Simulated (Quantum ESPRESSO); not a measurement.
## Al in Quantum ESPRESSO: the effect of functional

The system is Al.

```
Al
1.0
     0.00000    2.02481    2.02481
     2.02481    0.00000    2.02481
     2.02481    2.02481    0.00000
Al
1
Cartesian
  0.0000 0.0000 0.0000
```

Alike in all runs:

| Quantity | Value |
| --- | --- |
| Program | Quantum ESPRESSO 7.5 |
| Task | phonons |
| Cutoff | 612 eV |
| Density cutoff | 4898 eV |
| k mesh | 11 × 11 × 11 |
| Occupations | cold, width 0.2 eV |
| Spin | no spin polarisation |

Each run relaxes the cell or the atoms first.

Q: One run gave: relaxed volume 17.44 Å³/atom; highest phonon frequency 278 cm⁻¹. Which functional did it use?
A. LDA
B. revPBE
C. vdW-DF-cx
D. BLYP
E. RPBE

A: D.

```csv
functional,potentials or basis,relaxed volume (Å³/atom),highest phonon frequency (cm⁻¹)
LDA,GBRV 1.5 LDA,15.83,334
PBE,GBRV 1.5 PBE,16.52,325
PBEsol,GBRV 1.5 PBEsol,16.19,333
RPBE,GBRV 1.5 PBE,16.75,322
BLYP,GBRV 1.5 PBE,17.44,278
revPBE,GBRV 1.5 PBE,16.69,322
vdW-DF-cx,GBRV 1.5 PBE,16.34,329
```

Caveats: the q point doesn't lie on the k mesh, which can shift a metal's frequencies strongly unless the mesh is converged; the potentials were made for another functional, which shifts forces and pressure (some runs).
